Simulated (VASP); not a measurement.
A run of VASP 6.6.1 is set up as follows.

The input INCAR:

```
SYSTEM = GaP
PREC = Accurate
ENCUT = 520
EDIFF = 1E-6
ISMEAR = 0
SIGMA = 0.02
LREAL = .False.
LASPH = .True.
NELM = 100
ALGO = Normal
ISIF = 2
LWAVE = .False.
LCHARG = .False.
GGA = PS
IBRION = 2
NSW = 60
EDIFFG = -0.002
```

KPOINTS

```
Automatic mesh
0
Gamma
  8 8 8
  0 0 0
```

File POSCAR:

```
GaP
1.0
    0.0000000000      2.7069843382      2.7600132171
    2.7069843382      0.0000000000      2.7600132171
    2.7069843382      2.7069843382      0.0000000000
Ga P
1 1
Direct
    0.0000000000      0.0000000000      0.0000000000
    0.2500000000      0.2500000000      0.2500000000
```

Potentials or basis: VASP PAW PBE potentials, release 64 (Ga_d, P).

Command:

```console
$ cat potpaw_PBE.64/Ga_d/POTCAR potpaw_PBE.64/P/POTCAR > POTCAR
$ mpirun -np 1 vasp_std > vasp.out
```

Question: Estimate the band gap on the k mesh.

Answer: 1.43 eV, indirect (least direct gap 1.72 eV).

Stress tensor (GPa, compression positive):
```
-0.07  0.00  0.00
 0.00 -0.07  0.00
 0.00  0.00 -1.57
```

Caveat: the relaxation stopped at its first step, so nothing moved; the PAW data sets were made with another functional, which shifts forces and pressure a little. A k mesh can miss the band edges.
